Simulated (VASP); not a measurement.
# A vacancy on the Te site in La2TeS, part 5 of 5

How easily does a vacancy on the Te site form in La2TeS? The host is relaxed first, then a supercell is run with and without the defect. The cell takes the structure of LaTe from the COD database, with elements swapped. The cell is invented: it takes the structure of COD entry 4344351, LaTe (space group 225 there), with some of its atoms replaced by other elements, volume scaled by an estimate. It may not be a known or stable phase.

VASP 6.6.1, plane waves and PAW; the level of theory is named at each step.

So far. Step 4 (Reference Te): The run ended after 10 ionic steps, 0.017 eV below its first step, once forces and stress met EDIFFG = -0.02. Step 4 (Reference Te): Energy at zero smearing: -9.42511 eV.

## 5. Relaxing the defect (continued)

Level of this step: PBE; plane waves and PAW (La, Te, S) (VASP).

The steps of the relaxation:

```
step  energy less that of the first step (eV)  largest force (eV/Å)
   1                                   0.0000                0.3000
   2                                  -0.0307                0.2609
   3                                  -0.0918                0.1340
   4                                  -0.0819                0.1931
   5                                  -0.1095                0.1182
   6                                  -0.1090                0.1152
   7                                  -0.1094                0.1164
   8                                  -0.1240                0.0878
   9                                  -0.1426                0.0820
  10                                  -0.1524                0.0308
  11                                  -0.1555                0.0539
  12                                  -0.1585                0.0431
  13                                  -0.1585                0.0553
  14                                  -0.1589                0.0637
  15                                  -0.1621                0.0177
```

The atoms that moved most (Å):

```
atom      dx      dy      dz  length
La11   0.075  -0.075   0.000   0.107
 La9   0.075   0.075   0.000   0.107
 La1  -0.075  -0.075   0.000   0.107
La15  -0.075   0.075   0.000   0.107
La24  -0.104   0.000  -0.019   0.106
La23  -0.104   0.000   0.019   0.106
La32   0.000   0.104  -0.019   0.106
La20   0.000  -0.104  -0.019   0.106
```

This step gave:

| Quantity | Value |
| --- | --- |
| electronic cycles | 322 |
| electrons | 538 |
| free energy (TOTEN) | -377.4570 eV |
| energy at zero smearing | -377.4295 eV |
| Fermi energy | 8.102 eV |
| labelled metallic, from the levels on this mesh | yes |

Valence density in the ac plane at fractional y = 0.500, through the centre, with atoms of La and Te and S within 0.45 Å of it. It is the smooth field of the valence electrons, not physical close to the nuclei.

Ten even steps from '0' (-0.3 e/Å³) to '9' (1.7 e/Å³), each cell a mean:
```
898522235655653223598789532235655653222589
553222223444432222346664322223444432222235
222221122222222112222322221122222222112222
333222222333322222233333222222333322222233
334322236899863222343334322236899863222343
013432248943984223431013432248934984223431
124432247977974223442124432247977974223442
433322223566532222334443322223566532222333
222221112222222112222222221122222221112222
332221222333322212234443221222333322212223
886322234566543222478887422234566543222368
379632236623663223696269632236632663223697
589632235655653223598789532235655653223698
765322223444432222345654322223444432222356
222211122222222112222322221122222222111222
111111222333322122233333222122333322211111
111112247889742222343334322224798874221111
111112369725973223431013432237952796321111
111112258868963223442124432236986885221111
111111224566432222334443322223466542211111
222111122222221112222222221112222222111122
543221222333322212234443221222333322212234
888422234566543222478887422234566543222488
169632236623663223696269632236632663223696
```
Columns run along a (12.4 Å), rows up along c (12.5 Å). Atoms in or near the plane, at fractional coordinates: La at (0.24, 0.25), La at (0.25, 0.75), La at (0.76, 0.25), La at (0.75, 0.75), La at (0.00, 0.01), La at (0.00, 0.49), La at (0.50, 0.00), La at (0.50, 0.50), Te at (0.00, 0.75), Te at (0.50, 0.25), Te at (0.50, 0.75), S at (0.25, 0.00), S at (0.25, 0.50), S at (0.75, 0.00) and more.

The run ended after 15 ionic steps, 0.162 eV below its first step, once the forces on the free atoms met EDIFFG = -0.03.

The 6 first neighbours (La) lie 3.11 Å from the site on average (3.10 to 3.14) in the perfect crystal and 3.01 Å on average after the relaxation (-3.3 %).

## 6. Formation energies

This step: point defect, PBE; plane waves and PAW (VASP 6.6.1).

No new run; the numbers come from the runs before.

Numbers from this step:

| Property | Result |
| --- | --- |
| formation energy of the neutral defect | 3.059 eV |

Formation energy:

```
formation energy (eV)  largest move (Å)
                3.059            0.1065
```

The formation energy is the energy of the relaxed defect cell less that of the perfect cell, with each removed atom booked to its reference and each added atom taken from it.

References, in eV an atom: Te -3.142 (crystal P3_121). They were run at the supercell's cutoff and functional, without U, and count both elements from their own phases.

## 7. Defect, other settings

This step: PBE; plane waves and PAW (La, Te, S) (VASP 6.6.1).

The run is repeated with some settings moved, to see what they change.

INCAR

```
SYSTEM = La32Te15S16
PREC = Low
ENCUT = 300
EDIFF = 1E-05
NELM = 120
ISMEAR = 1
SIGMA = 0.2
LREAL = Auto
ALGO = Fast
GGA = PE
LORBIT = 11
LWAVE = .FALSE.
LCHARG = .FALSE.
ISYM = 0
NELECT = 537.98
```

POSCAR

```
La32Te15S16
1.0
    8.7786300992      8.7786300992      0.0000000000
   -8.7786300992      8.7786300992      0.0000000000
    0.0000000000      0.0000000000     12.5469516972
La Te S
32 15 16
Direct
    0.2414195830      0.5000000000      0.2500000000
    0.2503205941      0.5000000000      0.7500000000
    0.5000000000      0.7500283264      0.2500000000
    0.5000000000      0.7502045028      0.7500000000
    0.2500283264      0.0000000000      0.2500000000
    0.2502045028      0.0000000000      0.7500000000
    0.5000000000      0.2499716736      0.2500000000
    0.5000000000      0.2497954972      0.7500000000
    0.7585804170      0.5000000000      0.2500000000
    0.7496794059      0.5000000000      0.7500000000
    0.0000000000      0.7414195830      0.2500000000
    0.0000000000      0.7503205941      0.7500000000
    0.7499716736      0.0000000000      0.2500000000
    0.7497954972      0.0000000000      0.7500000000
    0.0000000000      0.2585804170      0.2500000000
    0.0000000000      0.2496794059      0.7500000000
    0.0000000000      0.5000000000      0.0072997708
    0.0000000000      0.5000000000      0.4927002292
    0.2440835285      0.7440835285      0.0015186561
    0.2440835285      0.7440835285      0.4984813439
    0.0000000000      0.0000000000      0.9997661109
    0.0000000000      0.0000000000      0.5002338891
    0.2440835285      0.2559164715      0.0015186561
    0.2440835285      0.2559164715      0.4984813439
    0.5000000000      0.5000000000      0.9997661109
    0.5000000000      0.5000000000      0.5002338891
    0.7559164715      0.7440835285      0.0015186561
    0.7559164715      0.7440835285      0.4984813439
    0.5000000000      0.0000000000      0.9999307124
    0.5000000000      0.0000000000      0.5000692876
    0.7559164715      0.2559164715      0.0015186561
    0.7559164715      0.2559164715      0.4984813439
    0.0000000000      0.5000000000      0.7500000000
    0.2499427540      0.7499427540      0.2500000000
    0.2500358336      0.7500358336      0.7500000000
    0.0000000000      0.0000000000      0.2500000000
    0.0000000000      0.0000000000      0.7500000000
    0.2499427540      0.2500572460      0.2500000000
    0.2500358336      0.2499641664      0.7500000000
    0.5000000000      0.5000000000      0.2500000000
    0.5000000000      0.5000000000      0.7500000000
    0.7500572460      0.7499427540      0.2500000000
    0.7499641664      0.7500358336      0.7500000000
    0.5000000000      0.0000000000      0.2500000000
    0.5000000000      0.0000000000      0.7500000000
    0.7500572460      0.2500572460      0.2500000000
    0.7499641664      0.2499641664      0.7500000000
    0.2495475456      0.5000000000      0.0001670849
    0.2495475456      0.5000000000      0.4998329151
    0.5000000000      0.7495690237      0.0002018592
    0.5000000000      0.7495690237      0.4997981408
    0.2495690237      0.0000000000      0.0002018592
    0.2495690237      0.0000000000      0.4997981408
    0.5000000000      0.2504309763      0.0002018592
    0.5000000000      0.2504309763      0.4997981408
    0.7504524544      0.5000000000      0.0001670849
    0.7504524544      0.5000000000      0.4998329151
    0.0000000000      0.7495475456      0.0001670849
    0.0000000000      0.7495475456      0.4998329151
    0.7504309763      0.0000000000      0.0002018592
    0.7504309763      0.0000000000      0.4997981408
    0.0000000000      0.2504524544      0.0001670849
    0.0000000000      0.2504524544      0.4998329151
```

KPOINTS

```
Automatic mesh
0
Monkhorst-Pack
2 2 2
0 0 0
```

PAW data sets: La, Te and S (PBE family, release 64).

Launch:

```console
$ export OMP_NUM_THREADS=5
$ mpirun -np 1 vasp_std
```

Log:

```text
[... set-up lines as in an earlier step ...]
 entering main loop
       N       E                     dE             d eps       ncg     rms          rms(c)
DAV:   1     0.642397526892E+04    0.64240E+04   -0.12483E+05  2608   0.136E+03
DAV:   2     0.179062118674E+04   -0.46334E+04   -0.45144E+04  3464   0.417E+02
DAV:   3     0.306508036774E+02   -0.17600E+04   -0.17219E+04  4096   0.279E+02
DAV:   4    -0.319410697428E+03   -0.35006E+03   -0.34190E+03  4592   0.144E+02
DAV:   5    -0.367060878168E+03   -0.47650E+02   -0.46766E+02  4936   0.557E+01BRMIX: very serious problems
 the old and the new charge density differ
 old charge density:   538.00000 new  537.97974
    0.243E+01
RMM:   6    -0.369175438937E+03   -0.21146E+01   -0.60219E+01  3806   0.231E+01    0.156E+01
RMM:   7    -0.374507766101E+03   -0.53323E+01   -0.62384E+01  4585   0.926E+00    0.545E+00
RMM:   8    -0.375581829973E+03   -0.10741E+01   -0.16562E+01  5102   0.542E+00    0.396E+00
RMM:   9    -0.376072869983E+03   -0.49104E+00   -0.87010E+00  5128   0.348E+00    0.173E+00
[...]
RMM:  19    -0.377124706323E+03   -0.21967E-01   -0.23274E-01  5152   0.577E-01    0.249E-01
RMM:  20    -0.377139295036E+03   -0.14589E-01   -0.15550E-01  5152   0.524E-01    0.244E-01
RMM:  21    -0.377153146566E+03   -0.13852E-01   -0.14724E-01  5049   0.474E-01    0.254E-01
WARNING in EDDRMM: call to ZHEGV failed, returncode =   6  3    134
RMM:  22    -0.377162738762E+03   -0.95922E-02   -0.10242E-01  4928   0.432E-01    0.293E-01
RMM:  23    -0.377171504768E+03   -0.87660E-02   -0.95011E-02  4956   0.396E-01    0.247E-01
RMM:  24    -0.377177869762E+03   -0.63650E-02   -0.68558E-02  4782   0.360E-01    0.289E-01
RMM:  25    -0.377183727841E+03   -0.58581E-02   -0.63031E-02  4765   0.330E-01    0.318E-01
[...]
RMM:  41    -0.377209124353E+03   -0.37879E-03   -0.44705E-03  4746   0.979E-02    0.244E-01
RMM:  42    -0.377209471547E+03   -0.34719E-03   -0.38132E-03  4684   0.912E-02    0.249E-01
RMM:  43    -0.377209783033E+03   -0.31149E-03   -0.34752E-03  4735   0.873E-02    0.247E-01
WARNING in EDDRMM: call to ZHEGV failed, returncode =   6  3    269
RMM:  44    -0.377210056043E+03   -0.27301E-03   -0.29893E-03  4611   0.808E-02    0.252E-01
RMM:  45    -0.377210316149E+03   -0.26011E-03   -0.27294E-03  4663   0.769E-02    0.263E-01
RMM:  46    -0.377210541052E+03   -0.22490E-03   -0.23740E-03  4620   0.706E-02    0.274E-01
RMM:  47    -0.377210723772E+03   -0.18272E-03   -0.21492E-03  4467   0.645E-02    0.276E-01
[...]
RMM:  51    -0.377211292545E+03   -0.12172E-03   -0.13627E-03  3750   0.531E-02    0.288E-01
RMM:  52    -0.377211395436E+03   -0.10289E-03   -0.12074E-03  3615   0.514E-02    0.291E-01
RMM:  53    -0.377211488567E+03   -0.93132E-04   -0.10982E-03  3412   0.495E-02    0.292E-01
WARNING in EDDRMM: call to ZHEGV failed, returncode =   6  3    129
RMM:  54    -0.377211584135E+03   -0.95567E-04   -0.10987E-03  3260   0.479E-02    0.294E-01
RMM:  55    -0.377211654913E+03   -0.70779E-04   -0.87666E-04  3112   0.462E-02    0.296E-01
RMM:  56    -0.377211724197E+03   -0.69284E-04   -0.82303E-04  3061   0.457E-02    0.289E-01
WARNING in EDDRMM: call to ZHEGV failed, returncode =   8  4    140
RMM:  57    -0.377211770463E+03   -0.46266E-04   -0.72667E-04  2925   0.442E-02    0.287E-01
WARNING in EDDRMM: call to ZHEGV failed, returncode =   6  3    266
RMM:  58    -0.377211811022E+03   -0.40558E-04   -0.65631E-04  2861   0.428E-02    0.284E-01
RMM:  59    -0.377211857525E+03   -0.46503E-04   -0.58179E-04  2753   0.415E-02    0.284E-01
RMM:  60    -0.377211899657E+03   -0.42132E-04   -0.52687E-04  2653   0.403E-02    0.282E-01
RMM:  61    -0.377211926866E+03   -0.27209E-04   -0.49330E-04  2621   0.390E-02    0.272E-01
WARNING in EDDRMM: call to ZHEGV failed, returncode =   6  3    169
RMM:  62    -0.377211966224E+03   -0.39358E-04   -0.43400E-04  2579   0.372E-02    0.273E-01
RMM:  63    -0.377211999984E+03   -0.33760E-04   -0.39938E-04  2543   0.345E-02    0.274E-01
RMM:  64    -0.377212029216E+03   -0.29231E-04   -0.36928E-04  2459   0.318E-02    0.274E-01
 hard stop encountered!  aborting job ...
 -----------------------------------------------------------------------------
|                                                                             |
|           W    W    AA    RRRRR   N    N  II  N    N   GGGG   !!!           |
|           W    W   A  A   R    R  NN   N  II  NN   N  G    G  !!!           |
|           W    W  A    A  R    R  N N  N  II  N N  N  G       !!!           |
|           W WW W  AAAAAA  RRRRR   N  N N  II  N  N N  G  GGG   !            |
|           WW  WW  A    A  R   R   N   NN  II  N   NN  G    G                |
|           W    W  A    A  R    R  N    N  II  N    N   GGGG   !!!           |
|                                                                             |
|     The electronic self-consistency was not achieved in the given           |
|     number of steps (NELM). The forces and other quantities evaluated       |
|     might not be reliable so examine the results carefully. If you find     |
|     spurious results, we suggest increasing NELM, if you were close to      |
|     convergence or switching to a different ALGO or adjusting the           |
|     density mixing parameters otherwise.                                    |
|                                                                             |
 -----------------------------------------------------------------------------

 soft stop encountered!  aborting job ...
   1 F= -.37721203E+03 E0= -.37718463E+03  d E =-.822121E-01
 deleting file STOPCAR
```

Wall time 15 min (1 × NVIDIA H100 80GB HBM3, 81559 MiB with 1 MPI rank of AMD EPYC 7R13 (Zen 3), card shared with another run, shared host); peak memory 2.3 GiB.

The run was stopped at its time limit, so it gives no result of its own.

## 8. Results

| Property | Result |
| --- | --- |
| formation energy at charge 0 | 3.059 eV |

A vacancy on the Te site costs 3.06 eV, with every exchanged atom at the energy of its element. The 6 first neighbours (La) lie 3.11 Å from the site on average (3.10 to 3.14) in the perfect crystal and 3.01 Å on average after the relaxation (-3.3 %). With metallic smearing the value can move by tenths of an eV with the k mesh. The supercell of 64 atoms is small, so interactions between images remain.

[Lines on the potential files, build, host, timing and source positions are cut from VASP's logs without a mark.]

[Logs are printed without paths, hosts, clocks, repeated set-up lines and the standing remarks that a program may print on its own settings, such as how far it seeks lower states.]

[Hosts, paths, dates, database ids (printed as entryN), source tags and the programs' standing remarks are cut or masked in the printed files.]

[In band tables of VASP the shares of atoms and orbitals are scaled to a sum of 1 inside the atoms' spheres.]

[Runs that stopped without an error message from VASP are left out.]
